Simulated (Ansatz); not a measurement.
Working through a convergence test of the plane-wave cutoff of PbS, space group Cmcm

Computed with Ansatz 0.2.0, Python API.

Notebook, run cell by cell (the value of a cell's last expression is shown):

In [1]:
```python
import warnings

import ansatz as az
import numpy as np
import pandas as pd
```

In [2]:
```python
XC = "PBEsol"
SIGMA = 0.01
KMESH = (6, 6, 6)
```

In [3]:
```python
warnings.simplefilter("ignore", az.DeckWarning)
```

In [4]:
```python
vectors = np.array([
    [2.07995269, -5.99129686, 0.0],
    [2.07995269, 5.99129686, 0.0],
    [0.0, 0.0, 4.27932094],
])
cell = (
    az.Lattice.of(vectors)
    .atom("Pb", [0.86943665, 0.13056335, 0.75])
    .atom("Pb", [0.13056335, 0.86943665, 0.25])
    .atom("S", [0.64520291, 0.35479709, 0.75])
    .atom("S", [0.35479709, 0.64520291, 0.25])
)
```

In [5]:
```python
calc = cell.calculation()
calc = calc.functional(XC).occupations(az.OccupationsMethod.FERMI_DIRAC, width=SIGMA)
calc = calc.kpoints(mesh=KMESH)
```

In [6]:
```python
rows = []
for value in [300, 350, 400, 450, 500, 550]:
    rep = calc.basis(value).run().report
    rows.append((value, rep["free_energy_ev"] / len(rep["lattice"]["sites"]), rep["n_iterations"], rep["n_pw"]))
```

In [7]:
```python
table = pd.DataFrame(rows, columns=["cutoff (eV)", "F/atom (eV)", "iterations", "plane waves"])
table.round(5)
```
Out [7]:
```text
   cutoff (eV)  F/atom (eV)  iterations  plane waves
0          300  -6320.39469           6         1241
1          350  -6320.41990           6         1617
2          400  -6320.42101           6         1933
3          450  -6320.42138           6         2317
4          500  -6320.42154           6         2689
5          550  -6320.42162           6         3125
```

In [8]:
```python
# the last row is the reference
for row in rows[:-1]:
    shift = 1000 * (row[1] - rows[-1][1])
    print(f"{row[0]}: {shift:+.2f} meV/atom" + ("  (within 1 meV)" if abs(shift) < 1 else ""))
```
```text
300: +26.93 meV/atom
350: +1.72 meV/atom
400: +0.61 meV/atom  (within 1 meV)
450: +0.24 meV/atom  (within 1 meV)
500: +0.09 meV/atom  (within 1 meV)
```

From 400 eV on it stays within 1 meV an atom of the value at 550 eV; the first row (300 eV) is off by 26.9 meV and the last but one by 0.09 meV. The energy falls steadily, as expected when plane waves are added. The last run costs about 2.1 times the first.

Reading the output:
- Spin-orbit coupling, which matters for elements this heavy, is left out.
- The structure comes from a database of computed cells and needn't be a stable or known phase.
- Shifts are counted from the last row, which is itself no proven limit.
- The script silences the warnings on its input, which a real study should read.
- It ran for 33 s on 1 thread of Arm Neoverse V2 (shared host), peak memory 0.58 GiB.
